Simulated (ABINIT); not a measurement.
# FeO (Wuestite) (R-3m) in ABINIT: a series of runs

One crystal, FeO (Wuestite), is run at these levels: PBEsol, LDA-PZ+U; tasks: phonons, single point.

Everything below comes from runs of ABINIT 10.8.3 (patched build). Logs are shortened: lines on timing, memory, paths and dates and some standing lists are left out, and cuts for length are marked. The log counts tension as positive stress, the text compression.

**1. The structure**

The structure is trigonal, space group R-3m (No. 166). The conventional cell has a = 3.038 Å, b = 3.038 Å, c = 7.559 Å, α = 90.00°, β = 90.00°, γ = 120.00°. Fe (site symmetry -3m) is surrounded by 6 O at 2.16 Å. Around O (site symmetry -3m) lie 6 Fe at 2.16 Å.

**2. Phonons, PBEsol, collinear spin, ferromagnetic start (cell relaxed at zero pressure by an earlier run)**

Contents of run.abi:

```
# Datasets
ndtset 2

# Pseudopotentials
pp_dirpath "./"
pseudos "Fe.upf, O.upf"

# Structure
acell 3*1.0 Angstrom
rprim
     1.4996836100     0.8658427300     2.4489597500
    -1.4996836100     0.8658427300     2.4489597500
     0.0000000000    -1.7316854700     2.4489597500
ntypat 2
znucl 26 8
natom 2
typat 1 2
chkprim 0
chksymtnons 0
tolsym 1.0e-6
xred
            0.0            0.0            0.0
            1/2            1/2            1/2

# Plane-wave basis
ecut 45.0
ecutsm 0.5

# k points
ngkpt 8 8 8
nshiftk 1
shiftk 0.0 0.0 0.0

# Exchange and correlation
ixc -116133

# Bands and occupations
nband 20
occopt 3
tsmear 0.05 eV

# Spin
nsppol 2
spinat
     0.0000000000     0.0000000000     3.0000000000
     0.0000000000     0.0000000000     0.0000000000

# SCF cycle
nstep 80

# Output
prteig 0
prtebands 0
prtwf 0
prtden 0
prtpot 0

# Dataset 1: ground state
kptopt1 1
tolvrs1 1.0e-15
prtwf1 1
tolwfr1 1.0e-14
nbdbuf1 4
nline1 6

# Dataset 2: response at q = 0 to atomic displacements
rfphon2 1
rfatpol2 1 2
rfdir2 1 1 1
getwfk2 1
kptopt2 2
nqpt2 1
qpt2 0.0 0.0 0.0
tolvrs2 1.0e-8
```

Contents of mrgddb.in:

```
merged_DDB
FeO
2
runo_DS1_DDB
runo_DS2_DDB
```

Contents of anaddb.abi:

```
ddb_filepath "merged_DDB"
output_file "anaddb.abo"
outdata_prefix "ana"
asr 2
chneut 0
dipdip 0
dieflag 0
enunit 0
eivec 1
nph1l 1
qph1l 0.0 0.0 0.0 1.0
```

Potentials or basis: PseudoDojo NC SR PBEsol v0.4.1 standard.

Run with:

```bash
> mpirun --bind-to none -np 4 abinit run.abi > log 2>&1
> mrgddb < mrgddb.in > mrgddb.log 2>&1
> anaddb anaddb.abi > anaddb.log 2>&1
```

run.abo:

```text
.Version 10.8.3 of ABINIT
 DATASET    1 : space group R-3 m (#166); Bravais hR (rhombohedral)
================================================================================
 Values of the parameters that define the memory need for DATASET  1.
     intxc =       0    ionmov =       0      iscf =       7    lmnmax =       6
     lnmax =       6     mgfft =      36  mpssoang =       3    mqgrid =    3001
     natom =       2  nloc_mem =       1    nspden =       2   nspinor =       1
    nsppol =       2      nsym =      12    n1xccc =    2501    ntypat =       2
    occopt =       3   xclevel =       2
       mpw =        1880          nfft =       46656          nkpt =          65
================================================================================
================================================================================

 DATASET    2 : space group R-3 m (#166); Bravais hR (rhombohedral)
================================================================================
 Values of the parameters that define the memory need for DATASET  2 (RF).
     intxc =       0      iscf =       7    lmnmax =       6     lnmax =       6
     mgfft =      36  mpssoang =       3    mqgrid =    3001     natom =       2
  nloc_mem =       1    nspden =       2   nspinor =       1    nsppol =       2
      nsym =      12    n1xccc =    2501    ntypat =       2    occopt =       3
   xclevel =       2
      nfft =       46656          nkpt =         260
================================================================================
================================================================================

--------------------------------------------------------------------------------
------------- Echo of variables that govern the present computation ------------
--------------------------------------------------------------------------------
 -outvars: echo values of preprocessed input variables --------
            acell      1.8897261259E+00  1.8897261259E+00  1.8897261259E+00 Bohr
              amu      5.58470000E+01  1.59994000E+01
          chkprim           0
      chksymtnons           0
             ecut      4.50000000E+01 Hartree
           ecutsm      5.00000000E-01 Hartree
           getwfk1          0
           getwfk2          1
                       outvar_i_n : Printing only first  50 k-points.
              ixc     -116133
           jdtset        1    2
                       outvar_i_n : Printing only first  50 k-points.
           kptopt1          1
           kptopt2          2
         kptrlatt        8    0    0      0    8    0      0    0    8
          kptrlen      4.53436962E+01
            natom           2
            nband1         20
            nband2         20
           nbdbuf1          4
           nbdbuf2          2
           ndtset           2
            ngfft          36      36      36
             nkpt1         65
             nkpt2        260
            nline1          6
            nline2          4
             nqpt1          0
             nqpt2          1
           nspden           2
           nsppol           2
            nstep          80
             nsym          12
           ntypat           2
                       prtocc : prtvol=0, do not print more k-points.
                       1.000000  1.000000  1.000000  1.000000  1.000000  1.000000
                       1.000000  1.000000  1.000000  1.000000  1.000000  0.000000
                       0.000000  0.000000  0.000000  0.000000  0.000000  0.000000
                       0.000000  0.000000
                       1.000000  1.000000  1.000000  1.000000  1.000000  1.000000
                       1.000000  1.000000  1.000000  1.000000  1.000000  0.000000
                       0.000000  0.000000  0.000000  0.000000  0.000000  0.000000
                       0.000000  0.000000
                       1.000000  1.000000  1.000000  1.000000  1.000000  1.000000
[... 706 lines left out ...]
 ------------------------------------------------------------------------------------------------------------
 Radius=ratsph(iatom), smearing ratsm=  0.0000. Diff(up-dn)=approximate z local magnetic moment.
    Atom    Radius    up_density   dn_density  Total(up+dn)  Diff(up-dn)
    1 Fe   2.00000     0.000000    -0.000000     -0.000000     0.000000
    2  O   2.00000     0.000000    -0.000000      0.000000     0.000000
 ------------------------------------------------------------------------------------------------------------
  Sum:                 0.000000    -0.000000     -0.000000     0.000000
 Total magnetization (from the atomic spheres):                0.000000
 Total magnetization (exact up - dn):                          0.000000

================================================================================

 ----iterations are completed or convergence reached----

 Mean square residual over all n,k,spin=   84.842E-17; max=  29.970E-15

 2DEtotal=    0.1164289161E+01 Ha. Also 2DEtotal=    0.316819220512E+02 eV
    (2DErelax=   -9.8871326141E+03 Ha. 2DEnonrelax=    9.8882969033E+03 Ha)
    (  non-var. 2DEtotal :    1.1642942890E+00 Ha)

--------------------------------------------------------------------------------
 Perturbation wavevector (in red.coord.)   0.000000  0.000000  0.000000
 Perturbation : displacement of atom   2   along direction   1
 Found     2 symmetries that leave the perturbation invariant.
 symkpt : the number of k-points, thanks to the symmetries,
 is reduced to   150 .

--------------------------------------------------------------------------------

--------------------------------------------------------------------------------

 dfpt_looppert : total number of electrons, from k and k+q
  fully or partially occupied states are    2.200000E+01 and    2.200000E+01.
 Initialisation of the first-order wave-functions :
  ireadwf=   0

--- !BeginCycle
iteration_state: {dtset: 2, }
solver: {iscf: 7, nstep: 80, nline: 4, wfoptalg: 0, }
tolerances: {tolvrs: 1.00E-08, }
...

     iter   2DEtotal(Ha)        deltaE(Ha) residm    vres2    difmagsph maxmagsph
-ETOT  1   9.0304162416234     -1.854E+03 4.540E+00 3.306E+04 8.260E-07 8.260E-07
 ETOT  2   1.8670240984215     -7.163E+00 5.357E-02 2.867E+03 1.139E-06 4.620E-07
 ETOT  3   1.1984298269621     -6.686E-01 5.988E-03 1.565E+02 1.415E-06 1.411E-06
 ETOT  4   1.1664214460647     -3.201E-02 2.160E-04 6.568E+00 3.376E-06 2.415E-06
 ETOT  5   1.1654404390764     -9.810E-04 7.433E-06 3.143E-01 5.914E-06 3.870E-06
 ETOT  6   1.1653905666894     -4.987E-05 6.190E-07 2.926E-02 1.216E-05 8.661E-06
 ETOT  7   1.1653842186687     -6.348E-06 7.352E-08 8.081E-04 2.166E-05 1.300E-05
 ETOT  8   1.1653841269871     -9.168E-08 2.604E-09 8.738E-05 4.301E-05 3.001E-05
 ETOT  9   1.1653841447916      1.780E-08 3.070E-10 1.709E-04 8.015E-05 5.014E-05
 ETOT 10   1.1653841125293     -3.226E-08 4.598E-11 4.543E-07 5.183E-05 1.687E-06
 ETOT 11   1.1653841124836     -4.570E-11 2.654E-12 1.566E-08 1.583E-06 1.035E-07
 ETOT 12   1.1653841124582     -2.547E-11 1.885E-13 5.606E-09 1.102E-07 1.571E-07

 At SCF step   12       vres2   =  5.61E-09 < tolvrs=  1.00E-08 =>converged.
 Integrated electronic and magnetization densities in atomic spheres:
 ------------------------------------------------------------------------------------------------------------
 Radius=ratsph(iatom), smearing ratsm=  0.0000. Diff(up-dn)=approximate z local magnetic moment.
    Atom    Radius    up_density   dn_density  Total(up+dn)  Diff(up-dn)
    1 Fe   2.00000    -0.000000    -0.000000     -0.000000    -0.000000
    2  O   2.00000    -0.000000    -0.000000     -0.000000    -0.000000
 ------------------------------------------------------------------------------------------------------------
  Sum:                -0.000001    -0.000000     -0.000001    -0.000000
 Total magnetization (from the atomic spheres):               -0.000000
 Total magnetization (exact up - dn):                          0.000000

================================================================================

 ----iterations are completed or convergence reached----

 Mean square residual over all n,k,spin=   19.657E-16; max=  18.852E-14

 2DEtotal=    0.1165384112E+01 Ha. Also 2DEtotal=    0.317117172090E+02 eV
    (2DErelax=   -1.8620330710E+03 Ha. 2DEnonrelax=    1.8631984551E+03 Ha)
    (  non-var. 2DEtotal :    1.1653826145E+00 Ha)

================================================================================

 ---- first-order wavefunction calculations are completed ----

 ==> Compute Derivative Database <==

  Dynamical matrix, in cartesian coordinates,
   if specified in the inputs, asr has been imposed
     j1       j2             matrix element
  dir pert dir pert     real part    imaginary part

   1    1   1    1         0.0362283466         0.0000000000
   1    1   1    2        -0.0362283466         0.0000000000

   2    1   2    1         0.0362283568         0.0000000000
   2    1   2    2        -0.0362283568         0.0000000000
[... 10 lines left out ...]
   3    2   3    1        -0.0362280244         0.0000000000
   3    2   3    2         0.0362280244         0.0000000000

  Phonon wavevector (reduced coordinates) :  0.00000  0.00000  0.00000
 Phonon energies in Hartree :
   0.000000E+00  0.000000E+00  0.000000E+00  1.264134E-03  1.264141E-03
   1.264141E-03
 Phonon frequencies in cm-1    :
   0.000000E+00  0.000000E+00  0.000000E+00  2.774452E+02  2.774469E+02
   2.774470E+02

== END DATASET(S) ==============================================================
================================================================================

 -outvars: echo values of variables after computation  --------
            acell      1.8897261259E+00  1.8897261259E+00  1.8897261259E+00 Bohr
           etotal1    -1.4168891210E+02
           etotal2     1.1653841125E+00
            fcart1    -0.0000000000E+00 -0.0000000000E+00 -0.0000000000E+00
                      -0.0000000000E+00 -0.0000000000E+00 -0.0000000000E+00
            fcart2     0.0000000000E+00  0.0000000000E+00  0.0000000000E+00
                       0.0000000000E+00  0.0000000000E+00  0.0000000000E+00
            rprim      1.4996836100E+00  8.6584273000E-01  2.4489597500E+00
                      -1.4996836100E+00  8.6584273000E-01  2.4489597500E+00
                       0.0000000000E+00 -1.7316854700E+00  2.4489597500E+00
           strten1     7.3023668154E-09  7.4719050391E-09 -3.5240088174E-09
                       3.8432135066E-11  0.0000000000E+00  0.0000000000E+00
           strten2     0.0000000000E+00  0.0000000000E+00  0.0000000000E+00
                       0.0000000000E+00  0.0000000000E+00  0.0000000000E+00
           xangst      0.0000000000E+00  0.0000000000E+00  0.0000000000E+00
                       3.4251780977E-17 -4.9999999764E-09  3.6734396250E+00
             xred      0.0000000000E+00  0.0000000000E+00  0.0000000000E+00
                       5.0000000000E-01  5.0000000000E-01  5.0000000000E-01
 Calculation completed.
```

Wall time 4.4 min (4 MPI ranks of Arm Neoverse V2, shared host); peak memory 0.88 GiB.

Results:

```
Free energy                   : -3855.5517 eV
Pressure                      : 0.0 GPa
Band gap on the k mesh        : none (metal or under the smearing width)
Net moment                    : 4.00 μB per cell
Site moments                  : Fe +3.54; O +0.35 μB
Highest phonon frequency at Γ : 277 cm⁻¹
```

Phonon frequencies in cm⁻¹ (negative: imaginary):
| q point | frequencies |
| --- | --- |
| (0.000, 0.000, 0.000) | 0 0 0 277 277 277 |

Caveat: the mesh is coarse for a metal's response; this build's spin-polarised response under this functional may be imprecise; a cell with one magnetic atom can't hold antiferromagnetic order, which such compounds often take; semilocal functionals often make such compounds metallic where correlation or magnetic order opens a gap, which also shifts bond lengths.

**3. Single point, LDA-PZ+U, collinear spin, ferromagnetic start**

Contents of run.abi:

```
# Pseudopotentials
pp_dirpath "./"
pseudos "Fe.LDA_PW-JTH.xml, O.LDA_PW-JTH.xml"

# Structure
acell 5.8011900809 5.8011900809 5.8011900809
rprim
     0.4947528865     0.2856457122     0.8207472866
    -0.4947528865     0.2856457122     0.8207472866
     0.0000000000    -0.5712914244     0.8207472866
ntypat 2
znucl 26 8
natom 2
typat 1 2
xred
     0.0000000000     0.0000000000     0.0000000000
     0.5000000000     0.5000000000     0.5000000000

# Plane-wave basis
ecut 707.496042 eV
pawecutdg 48.0

# k points
kptopt 1
ngkpt 8 8 8
nshiftk 1
shiftk 0.0 0.0 0.0

# Exchange and correlation
ixc -1009

# Bands and occupations
nband 16
occopt 3
tsmear 0.05 eV

# Spin
nsppol 2
spinat
     0.0000000000     0.0000000000     3.0000000000
     0.0000000000     0.0000000000     0.0000000000

# DFT+U
usepawu 4
lpawu 2 -1
upawu 6.0 0.0 eV
jpawu 0.0 0.0 eV

# SCF cycle
nstep 100
tolvrs 1.0e-9

# Output
iomode 3
prtwf 0
prteig 0
prtebands 0
enunit 2
prtden 1
prtvha 1
prtvclmb 1
prtpot 1
```

Potentials or basis: JTH PAW LDA v2.0.

Run with:

```bash
> abinit run.abi > log 2>&1
```

It took 2.9 min on 1 thread of Arm Neoverse V1, shared host; peak memory 0.13 GiB.

The run converged. Its results:

```
Free energy                                           : -3821.2645 eV
Pressure                                              : -28.6 GPa
Band gap on the k mesh                                : none (metal or under the smearing width)
Net moment                                            : 2.64 μB per cell
Site moments                                          : Fe +2.53; O +0.03 μB
Valence electrons inside the program's atomic spheres : Fe 14.23; O 4.44
```

Levels at points of the mesh, in eV from the Fermi level:
Spin up:
```csv
k point,band 10,band 11,band 12,band 13,band 14,band 15,band 16
"(0.00, 0.00, 0.00)",-3.06,-3.06,-1.96,-1.96,1.22,16.18,17.35
"(0.50, 0.00, 0.00)",-2.30,-1.78,1.06,1.09,5.01,9.46,13.37
"(0.50, 0.50, 0.00)",-2.13,-2.13,-1.53,-1.03,6.55,9.52,11.52
"(0.50, 0.50, 0.50)",-2.34,-1.84,1.04,1.04,5.13,9.22,13.76
```
Spin down:
```csv
k point,band 7,band 8,band 9,band 10,band 11,band 12,band 13,band 14
"(0.00, 0.00, 0.00)",-3.06,-3.06,-1.11,-1.03,-1.03,1.23,1.56,1.56
"(0.50, 0.00, 0.00)",-4.74,-4.65,-0.02,0.06,0.25,3.85,3.88,5.01
"(0.50, 0.50, 0.00)",-4.27,-4.16,-2.24,0.28,0.29,2.12,2.46,6.62
"(0.50, 0.50, 0.50)",-4.60,-4.60,0.00,0.00,0.19,3.83,3.83,5.13
```

Eigenvalues of the final occupation matrices:
| site | spin | trace | eigenvalues |
| --- | --- | --- | --- |
| atom 1 | 1 | 4.21 | 0.73 0.73 0.92 0.92 0.92 |
| atom 1 | 2 | 1.67 | 0.08 0.08 0.50 0.50 0.50 |

Caveat: a pressure of tens of GPa on the cell as given is suspect, and the run, the potentials or the cell itself is likely at fault; a cell with one magnetic atom can't hold antiferromagnetic order, which such compounds often take.
